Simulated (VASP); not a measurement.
# MnO (Cm) in VASP: further runs, part 2 of 2

VASP 6.6.1. Earlier steps stand in the parts before.

## 4. Relaxation of cell and atoms, PBE, collinear spin, ferromagnetic start, target pressure 5 GPa, at which the enthalpy is minimised

INCAR

```
  ALGO = Normal
  EDIFF = 1E-6
  EDIFFG = -0.01
  ENCUT = 600
  GGA = PE
  IBRION = 2
  ISIF = 3
  ISMEAR = -1
  ISPIN = 2
  LASPH = True
  LCHARG = False
  LMAXMIX = 4
  LORBIT = 11
  LREAL = False
  LWAVE = False
  MAGMOM = 4 0
  NELM = 150
  NSW = 60
  PREC = Accurate
  PSTRESS = 50
  SIGMA = 0.05
```

KPOINTS

```
k-points
0
Gamma
  7 7 7
```

POSCAR

```
MnO
1.0
    2.9712935166     -1.7169813801      0.0000000000
    2.9712935166      1.7169813801      0.0000000000
   -1.9846287531      0.0000000000      2.8103092467
Mn O
1 1
Direct
    0.5001990000      0.5001990000      0.5006650000
    0.7498025000      0.7498025000      0.2493360000
```

Potentials or basis: VASP PAW PBE potentials, release 64 (Mn_pv, O).

Command:

```sh
cat potpaw_PBE.64/Mn_pv/POTCAR potpaw_PBE.64/O/POTCAR > POTCAR
mpirun -np 1 vasp_std > vasp.out
```

OUTCAR:

```text
EDIFF = 1E-6
   EDIFFG = -0.01
   ENCUT = 600
   GGA = PE
   IBRION = 2
   ISIF = 3
   ISMEAR = -1
   ISPIN = 2
   LASPH = True
   LORBIT = 11
   LREAL = False
   NELM = 150
   NSW = 60
   PREC = Accurate
   PSTRESS = 50

 ion  position               nearest neighbor table
   1  0.500  0.500  0.501-   2 2.10   2 2.10   2 2.10   2 2.10
   2  0.750  0.750  0.249-   1 2.10   1 2.10   1 2.10   1 2.10

  LATTYP: Found a base centered monoclinic cell.
 ALAT       =     5.9425870332
 B/A-ratio  =     0.5778565364
 C/A-ratio  =     0.5789455757
 COS(beta)  =    -0.5768541066

  Lattice vectors:

 A1 = (   2.9712935166,  -1.7169813801,   0.0000000000)
 A2 = (   2.9712935166,   1.7169813801,   0.0000000000)
 A3 = (  -1.9846287531,   0.0000000000,   2.8103092467)

[... 1335 lines left out ...]

 Free energy of the ion-electron system (eV)
  ---------------------------------------------------
  ext. energy  EPLUGINS =         0.00000000
  ---------------------------------------------------
  free energy    TOTEN  =       -16.39981849 eV

  energy without entropy =      -16.39363990  energy(sigma->0) =      -16.39672920

 E-fermi :   5.7742     XC(G=0): -10.5918

 val. band max:        5.7523551462   @ k =  -0.1429  -0.1429   0.1429
 cond. band min:       5.8215215695   @ k =   0.4286  -0.0000   0.4286
 fundamental gap:      0.0691664233
 Fermi energy:         5.7742346655

 spin component 1

 k-point     1 :       0.0000    0.0000    0.0000
  band No.  band energies     occupation
      1     -44.7444      1.00000
      2     -44.7442      1.00000
      3     -44.7434      1.00000
      4     -14.1406      1.00000
      5      -0.4738      1.00000
      6      -0.4605      1.00000
      7      -0.4586      1.00000
      8       2.9447      1.00000
      9       2.9477      1.00000
     10       4.3106      1.00000
     11       5.8572      0.15994
     12       5.8592      0.15466
[... 886 lines left out ...]
  energy  without entropy=      -16.3936398954  energy(sigma->0) =      -16.39672920

  enthalpy is  TOTEN    =       -15.5717590145 eV   P V=        0.8280594804

 reached required accuracy - stopping structural energy minimisation

 total charge

# of ion       s       p       d       tot
------------------------------------------
    1        0.240   6.228   4.951  11.418
    2        1.552   3.460   0.000   5.011
--------------------------------------------------
tot          1.791   9.688   4.951  16.430

 magnetization (x)

# of ion       s       p       d       tot
------------------------------------------
    1        0.036   0.061   4.289   4.386
    2        0.019   0.177   0.000   0.196
--------------------------------------------------
tot          0.055   0.238   4.289   4.582
```

OSZICAR:

```text
N       E                     dE             d eps       ncg     rms          rms(c)
DAV:   1     0.175351906479E+03    0.17535E+03   -0.12360E+04  6016   0.157E+03
DAV:   2    -0.904680629245E+01   -0.18440E+03   -0.17547E+03  6581   0.394E+02
DAV:   3    -0.190774383850E+02   -0.10031E+02   -0.99470E+01  6770   0.101E+02
[... 65 lines left out ...]
   7 F= -.15571756E+02 E0= -.15568679E+02  d E =-.235456E-05  mag=     4.9551
       N       E                     dE             d eps       ncg     rms          rms(c)
DAV:   1    -0.163998248960E+02    0.11587E-03   -0.11756E-04  6098   0.156E-01    0.266E-02
DAV:   2    -0.163998180610E+02    0.68350E-05   -0.21225E-05  6168   0.641E-02    0.238E-02
DAV:   3    -0.163998184949E+02   -0.43392E-06   -0.13408E-06  4080   0.128E-02
   8 F= -.15571759E+02 E0= -.15568670E+02  d E =-.269428E-05  mag=     4.9547
```

Run time: 3.8 min. Hardware: 1 thread of Intel Xeon Platinum 8488C (Sapphire Rapids), shared host; peak memory 0.24 GiB.

What came out:

| Property | Result |
| --- | --- |
| Free energy | -16.3998 eV |
| Relaxed volume | 13.27 Å³/atom |
| Relaxed cell | a = 3.345 Å, b = 3.345 Å, c = 3.351 Å, α = 119.98°, β = 119.98°, γ = 60.04° |
| Space group after relaxing (to 0.05 Å) | F-43m (No. 216) |
| Energy change on relaxing (the enthalpy is what falls) | +3.2 meV/atom |
| Ionic steps | 8 |
| Pressure after relaxing | 4.9 GPa |
| Largest force after relaxing | 0.004 eV/Å |
| Band gap on the k mesh | none (metal or under the smearing width) |
| Net moment | 4.95 μB per cell |
| Site moments | Mn +4.39; O +0.20 μB |
| Valence electrons inside the program's atomic spheres | Mn 11.42; O 5.01 |

Forces on the atoms (eV/Å):
```
Mn   0.000  0.000 -0.004
O    0.000  0.000  0.004
```

The path:
```tsv
step	energy change (eV)	largest force (eV/Å)	pressure (GPa)	volume (Å³)
1	0.0000	0.0014	-3.78	28.67
2	0.0470	0.0042	8.08	25.53
3	0.0097	0.0013	5.29	26.43
4	0.0076	0.0015	5.10	26.50
5	0.0063	0.0015	4.93	26.54
6	0.0063	0.0021	4.89	26.54
7	0.0063	0.0034	4.89	26.54
8	0.0064	0.0036	4.95	26.53
```

Final structure:
```
CELL_PARAMETERS angstrom
2.89657 -1.67377 0.00043
2.89657 1.67377 0.00043
-1.93431 0.00000 2.73619
ATOMIC_POSITIONS crystal
Mn 0.50023 0.50023 0.50070
O 0.74977 0.74977 0.24930
```

Caveat: the cell is relaxed towards a set pressure, so the enthalpy falls and the energy may rise; a cell with one magnetic atom can't hold antiferromagnetic order, which such compounds often take; semilocal functionals often make such compounds metallic where correlation or magnetic order opens a gap, which also shifts bond lengths. With open d or f shells a metallic result of PBE can be an artefact of self-interaction; +U or a hybrid may open a gap.

## 5. Relaxation of cell and atoms, PBE, collinear spin, ferromagnetic start, target pressure 10 GPa, at which the enthalpy is minimised

INCAR, as its differences from that of step 4:

```diff
@@ -19,3 +19,3 @@
   PREC = Accurate
-  PSTRESS = 50
+  PSTRESS = 100
   SIGMA = 0.05
```

KPOINTS is that of step 4.

POSCAR is that of step 4.

Command:

```sh
cat potpaw_PBE.64/Mn_pv/POTCAR potpaw_PBE.64/O/POTCAR > POTCAR
mpirun -np 1 vasp_std > vasp.out
```

It took 2.8 min on 1 thread of Intel Xeon Platinum 8488C (Sapphire Rapids), shared host; peak memory 0.24 GiB.

Results (log left out):

```yaml
Free_energy: -16.3276 eV
Relaxed_volume: 12.49 Å³/atom
Relaxed_cell: a = 3.278 Å, b = 3.278 Å, c = 3.285 Å, α = 119.97°, β = 119.97°, γ = 60.04°
Space_group_after_relaxing_to_0.05_Å: F-43m (No. 216)
Energy_change_on_relaxing_the_enthalpy_is_what_falls: +39.3 meV/atom
Ionic_steps: 3
Pressure_after_relaxing: 10.1 GPa
Largest_force_after_relaxing: 0.003 eV/Å
Band_gap_on_the_k_mesh: none (metal or under the smearing width)
Net_moment: 4.71 μB per cell
Site_moments: Mn +4.21; O +0.18 μB
Valence_electrons_inside_the_program's_atomic_spheres: Mn 11.49; O 5.03
```

Forces on the atoms (eV/Å):
```
Mn   0.001  0.000 -0.003
O   -0.001  0.000  0.003
```

Step by step:
```
step  energy change (eV)  largest force (eV/Å)  pressure (GPa)  volume (Å³)
   1              0.0000                0.0014           -3.78        28.67
   2              0.1607                0.0063           13.50        23.85
   3              0.0787                0.0030           10.09        24.98
```

Final structure:
```
Mn O
1.0
     2.83831   -1.64009    0.00023
     2.83831    1.64009    0.00023
    -1.89559    0.00000    2.68251
Mn O
1 1
Cartesian
  1.8904 0.0000 1.3433
  3.7837 0.0000 0.6692
```

Levels at points of the mesh, in eV from the Fermi level:
Spin up:
```tsv
k point	band 8	band 9	band 10	band 11	band 12	band 13	band 14	band 15
(0.00, 0.00, 0.00)	-2.67	-2.67	-1.19	0.42	0.42	0.43	12.84	12.90
```
Spin down:
| k point | band 4 | band 5 | band 6 | band 7 | band 8 | band 9 | band 10 | band 11 |
| --- | --- | --- | --- | --- | --- | --- | --- | --- |
| (0.00, 0.00, 0.00) | -19.82 | -5.25 | -5.23 | -5.23 | 0.05 | 1.52 | 1.52 | 3.59 |

Caveat: the cell is relaxed towards a set pressure, so the enthalpy falls and the energy may rise; a cell with one magnetic atom can't hold antiferromagnetic order, which such compounds often take; semilocal functionals often make such compounds metallic where correlation or magnetic order opens a gap, which also shifts bond lengths.

## 6. Relaxation of cell and atoms, PBE, collinear spin, ferromagnetic start, target pressure 30 GPa, at which the enthalpy is minimised

INCAR, as its differences from that of step 5:

```diff
@@ -19,3 +19,3 @@
   PREC = Accurate
-  PSTRESS = 100
+  PSTRESS = 300
   SIGMA = 0.05
```

KPOINTS is that of step 5.

POSCAR is that of step 5.

Potentials or basis: VASP PAW PBE potentials, release 64 (Mn_pv, O).

Command:

```sh
cat potpaw_PBE.64/Mn_pv/POTCAR potpaw_PBE.64/O/POTCAR > POTCAR
mpirun -np 1 vasp_std > vasp.out
```

It took 4.6 min on 1 thread of Intel Xeon Platinum 8488C (Sapphire Rapids), shared host; peak memory 0.25 GiB.

Results (log left out):

| Item | Value |
| --- | --- |
| Free energy | -15.5159 eV |
| Relaxed volume | 9.19 Å³/atom |
| Relaxed cell | a = 2.959 Å, b = 2.959 Å, c = 2.965 Å, α = 119.97°, β = 119.97°, γ = 60.04° |
| Space group after relaxing (to 0.05 Å) | F-43m (No. 216) |
| Energy change on relaxing (the enthalpy is what falls) | +445.2 meV/atom |
| Ionic steps | 7 |
| Pressure after relaxing | 30.0 GPa |
| Largest force after relaxing | 0.005 eV/Å |
| Band gap on the k mesh | none (metal or under the smearing width) |
| Net moment | -0.57 μB per cell |
| Site moments | Mn -0.52; O -0.03 μB |
| Valence electrons inside the program's atomic spheres | Mn 12.11; O 5.10 |

Forces in eV/Å, atoms in the order of the input:
```
Mn   0.000  0.000  0.005
O    0.000  0.000 -0.005
```

Stress tensor (GPa, compression positive):
```
29.92  0.00 -0.02
 0.00 29.95  0.00
-0.02  0.00 30.07
```

The path:
```
step  energy change (eV)  largest force (eV/Å)  pressure (GPa)  volume (Å³)
   1              0.0000                0.0014           -3.78        28.67
   2              1.0009                0.0024           40.19        17.87
   3              0.7470                0.0044           12.04        19.49
   4              0.8833                0.0030           29.31        18.41
   5              0.9171                0.0028           32.60        18.24
   6              0.8466                0.0182           25.48        18.63
   7              0.8904                0.0050           29.98        18.38
```

Final structure:
```cif
data_structure
_symmetry_space_group_name_H-M 'P 1'
_symmetry_Int_Tables_number 1
_cell_length_a 2.9593
_cell_length_b 2.9593
_cell_length_c 2.9652
_cell_angle_alpha 119.972
_cell_angle_beta 119.972
_cell_angle_gamma 60.045
_cell_volume 18.38
loop_
_atom_site_label
_atom_site_type_symbol
_atom_site_fract_x
_atom_site_fract_y
_atom_site_fract_z
_atom_site_occupancy
Mn1 Mn 0.50021 0.50021 0.50066 1
O1 O 0.74979 0.74979 0.24934 1
```

Levels at points of the mesh, in eV from the Fermi level:
Spin up:
| k point | band 7 | band 8 | band 9 | band 10 | band 11 | band 12 |
| --- | --- | --- | --- | --- | --- | --- |
| (0.00, 0.00, 0.00) | -7.99 | -0.54 | -0.53 | 0.22 | 2.96 | 2.96 |
Spin down:
```
           k point  band 7  band 8  band 9  band 10  band 11  band 12  band 13  band 14
(0.00, 0.00, 0.00)   -8.11   -1.22   -1.21     0.09     2.69     2.69     2.70    16.25
```

Caveat: the cell is relaxed towards a set pressure, so the enthalpy falls and the energy may rise; the volume moved by over 15 % at a fixed basis, so the end points are rough; the moment fell far below its start of 4 μB, so a state of higher moment may lie lower in energy; a cell with one magnetic atom can't hold antiferromagnetic order, which such compounds often take; semilocal functionals often make such compounds metallic where correlation or magnetic order opens a gap, which also shifts bond lengths.

## 7. The reference run

An earlier run on the cell as given: functional PBE; potentials or basis VASP PAW PBE potentials, release 64 (Mn_pv, O); cutoff 520 eV; k mesh 9 × 9 × 9; occupations fermi-dirac, width 0.05 eV; collinear spin, ferromagnetic start; starting moments [4.0, 0.0] μB.

* Pressure: -3.6 GPa
* Band gap on the k mesh: none (metal or under the smearing width)
* Net moment: 5.00 μB per cell
* Site moments: Mn +4.44; O +0.18 μB
* Valence electrons inside the program's atomic spheres: Mn 11.34; O 4.98

## 8. Overview

```tsv
task	cell	k mesh	cutoff (eV)	target pressure	gap on the mesh (eV)	pressure (GPa)	moment (μB)
relaxation of cell and atoms	relaxed	7 × 7 × 7	600	-	none	0.0	4.99
relaxation of cell and atoms	relaxed to 2 GPa	7 × 7 × 7	600	2 GPa	none	2.0	4.99
relaxation of cell and atoms	relaxed to 5 GPa	7 × 7 × 7	600	5 GPa	none	4.9	4.95
relaxation of cell and atoms	relaxed to 10 GPa	7 × 7 × 7	600	10 GPa	none	10.1	4.71
relaxation of cell and atoms	relaxed to 30 GPa	7 × 7 × 7	600	30 GPa	none	30.0	0.57
single point	as given	9 × 9 × 9	520	-	none	-3.6	5.00
```

Alike in all rows: level PBE; potentials or basis VASP PAW PBE potentials, release 64 (Mn_pv, O); spin collinear, ferromagnetic start; smearing fermi-dirac 0.05 eV.

Caveats: a cell with one magnetic atom can't hold antiferromagnetic order, which such compounds often take; semilocal functionals often make such compounds metallic where correlation or magnetic order opens a gap, which also shifts bond lengths; the cell is relaxed towards a set pressure, so the enthalpy falls and the energy may rise (some runs); the volume moved by over 15 % at a fixed basis, so the end points are rough (some runs); the moment fell far below its start of 4 μB, so a state of higher moment may lie lower in energy (some runs).

Total energies depend on the potentials used, so only differences within one code and one set of settings carry meaning.
